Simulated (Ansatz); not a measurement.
**Band table of Rb (dhcp type)**

```yaml
crystal:
  lattice:
    - [3.80211, 0.00000, 0.00000]
    - [-1.90106, 3.29273, 0.00000]
    - [0.00000, 0.00000, 12.58121]
  atoms:
    - { symbol: Rb, position: [0.00000, 0.00000, 0.00000] }
    - { symbol: Rb, position: [0.00000, 0.00000, 0.50000] }
    - { symbol: Rb, position: [0.33333, 0.66667, 0.25000] }
    - { symbol: Rb, position: [0.66667, 0.33333, 0.75000] }
```

The cell comes from a relaxation on PAW files under the same functional, begun from a prototype that needn't be the stable phase.

All numbers are PBE results (scalar-relativistic) from Ansatz 0.2.0, with a Γ-centred 7×7×2 k mesh, Fermi–Dirac smearing of 0.1 eV, no spin polarisation. Methods: LAPW: all electrons, basis error target 1 meV/atom.

This run: volume at 0.43 of the series' base cell.

Path points, in fractions of the reciprocal vectors: Γ (0.000, 0.000, 0.000), M (0.500, 0.000, 0.000), K (0.333, 0.333, 0.000), A (0.000, 0.000, 0.500), L (0.500, 0.000, 0.500), H (0.333, 0.333, 0.500). Levels in eV from the Fermi level; bands 25 to 44, counted from the lowest band of the run. The gap is zero, the pressure 9.70 GPa.

```
# k(1/Å) point b25 b26 b27 b28 b29 b30 b31 b32 b33 b34 b35 b36 b37 b38 b39 b40 b41 b42 b43 b44
0.000 Γ -13.81 -13.28 -13.27 -12.76 -12.76 -12.71 -12.71 -12.69 -12.69 -12.65 -12.63 -12.63 -2.98 -1.56 -1.56 -0.27 2.15 2.53 2.57 3.80
0.239 - -13.75 -13.29 -13.28 -12.91 -12.83 -12.81 -12.80 -12.78 -12.74 -12.72 -12.67 -12.65 -2.60 -1.25 -1.25 0.12 1.85 2.35 2.49 3.13
0.477 - -13.60 -13.43 -13.41 -13.22 -13.17 -12.95 -12.93 -12.90 -12.81 -12.80 -12.72 -12.70 -1.64 -0.61 -0.61 0.89 1.26 1.98 2.22 2.22
0.716 - -13.70 -13.67 -13.52 -13.47 -13.36 -13.01 -12.99 -12.94 -12.88 -12.87 -12.79 -12.76 -0.59 -0.33 -0.22 0.82 1.03 1.48 1.64 2.21
0.954 M -13.81 -13.77 -13.64 -13.59 -13.19 -13.10 -13.03 -12.93 -12.91 -12.90 -12.82 -12.78 -0.37 -0.32 0.23 0.42 1.21 1.30 1.32 2.34
1.092 - -13.79 -13.75 -13.62 -13.57 -13.17 -13.12 -13.07 -13.00 -12.92 -12.88 -12.83 -12.83 -0.27 -0.19 0.35 0.55 1.19 1.36 1.40 2.32
1.230 - -13.73 -13.69 -13.57 -13.53 -13.21 -13.18 -13.14 -13.12 -12.95 -12.94 -12.86 -12.85 0.02 0.15 0.68 0.87 1.13 1.45 1.63 2.12
1.367 - -13.64 -13.59 -13.50 -13.49 -13.34 -13.31 -13.23 -13.10 -13.09 -12.94 -12.90 -12.84 0.44 0.64 0.99 1.06 1.15 1.51 1.54 1.77
1.505 K -13.57 -13.48 -13.48 -13.48 -13.48 -13.37 -13.23 -13.23 -13.06 -12.93 -12.93 -12.84 0.82 0.82 1.12 1.12 1.28 1.37 1.37 1.40
1.780 - -13.63 -13.60 -13.53 -13.43 -13.33 -13.24 -13.09 -13.08 -13.02 -12.94 -12.85 -12.84 0.25 0.34 0.36 0.69 1.39 1.47 2.16 2.23
2.056 - -13.53 -13.47 -13.46 -13.28 -13.27 -13.02 -12.95 -12.89 -12.87 -12.87 -12.80 -12.73 -1.24 -0.34 -0.33 1.06 1.32 1.88 2.02 2.33
2.331 - -13.73 -13.30 -13.29 -12.94 -12.86 -12.86 -12.82 -12.79 -12.74 -12.74 -12.67 -12.67 -2.48 -1.16 -1.15 0.24 1.77 2.30 2.47 2.96
2.607 Γ -13.81 -13.28 -13.27 -12.76 -12.76 -12.71 -12.71 -12.69 -12.69 -12.65 -12.63 -12.63 -2.98 -1.56 -1.56 -0.27 2.15 2.53 2.57 3.80
2.669 - -13.80 -13.38 -13.16 -12.76 -12.76 -12.71 -12.71 -12.68 -12.68 -12.66 -12.63 -12.63 -2.95 -1.83 -1.28 -0.29 2.15 2.39 2.74 3.81
2.732 - -13.77 -13.49 -13.05 -12.76 -12.76 -12.72 -12.72 -12.70 -12.67 -12.67 -12.64 -12.64 -2.87 -2.10 -1.02 -0.35 2.13 2.26 2.95 3.78
2.794 - -13.73 -13.58 -12.94 -12.76 -12.75 -12.75 -12.74 -12.74 -12.66 -12.66 -12.64 -12.64 -2.74 -2.35 -0.79 -0.45 2.12 2.18 3.18 3.61
2.856 A -13.66 -13.66 -12.84 -12.84 -12.75 -12.75 -12.75 -12.75 -12.65 -12.65 -12.65 -12.65 -2.56 -2.56 -0.60 -0.60 2.13 2.13 3.40 3.40
3.095 - -13.62 -13.62 -12.94 -12.94 -12.87 -12.87 -12.78 -12.78 -12.72 -12.72 -12.68 -12.68 -2.21 -2.21 -0.25 -0.25 1.91 1.91 3.07 3.07
3.333 - -13.55 -13.55 -13.27 -13.27 -13.11 -13.11 -12.87 -12.87 -12.78 -12.78 -12.73 -12.73 -1.36 -1.36 0.32 0.32 1.53 1.53 2.37 2.37
3.572 - -13.65 -13.65 -13.56 -13.56 -13.17 -13.17 -12.96 -12.96 -12.84 -12.84 -12.79 -12.79 -0.50 -0.50 0.22 0.22 1.25 1.25 2.05 2.05
3.810 L -13.76 -13.76 -13.66 -13.66 -13.10 -13.10 -12.99 -12.99 -12.89 -12.89 -12.82 -12.82 -0.11 -0.11 0.00 0.00 1.07 1.07 2.04 2.04
3.948 - -13.74 -13.74 -13.64 -13.64 -13.12 -13.12 -13.01 -13.01 -12.93 -12.93 -12.83 -12.83 -0.01 -0.01 0.13 0.13 1.14 1.14 2.00 2.00
4.086 - -13.69 -13.69 -13.59 -13.59 -13.19 -13.19 -13.06 -13.06 -13.00 -13.00 -12.85 -12.85 0.26 0.26 0.47 0.47 1.30 1.30 1.86 1.86
4.224 - -13.60 -13.60 -13.52 -13.52 -13.31 -13.31 -13.20 -13.20 -12.97 -12.97 -12.88 -12.88 0.58 0.58 0.91 0.91 1.31 1.31 1.66 1.66
4.361 H -13.54 -13.54 -13.49 -13.49 -13.35 -13.35 -13.30 -13.30 -12.93 -12.93 -12.92 -12.92 0.78 0.78 1.14 1.14 1.34 1.34 1.40 1.40
4.637 - -13.57 -13.57 -13.56 -13.56 -13.21 -13.21 -13.11 -13.11 -13.01 -13.01 -12.83 -12.83 0.25 0.25 0.56 0.56 1.57 1.57 1.82 1.82
4.912 - -13.54 -13.54 -13.34 -13.34 -13.16 -13.16 -12.93 -12.93 -12.85 -12.85 -12.76 -12.76 -1.00 -1.00 0.51 0.51 1.61 1.61 2.12 2.12
5.188 - -13.61 -13.61 -12.98 -12.98 -12.91 -12.91 -12.80 -12.80 -12.73 -12.73 -12.69 -12.69 -2.10 -2.10 -0.15 -0.15 1.84 1.84 2.95 2.95
5.463 A -13.66 -13.66 -12.84 -12.84 -12.75 -12.75 -12.75 -12.75 -12.65 -12.65 -12.65 -12.65 -2.56 -2.56 -0.60 -0.60 2.13 2.13 3.40 3.40
```
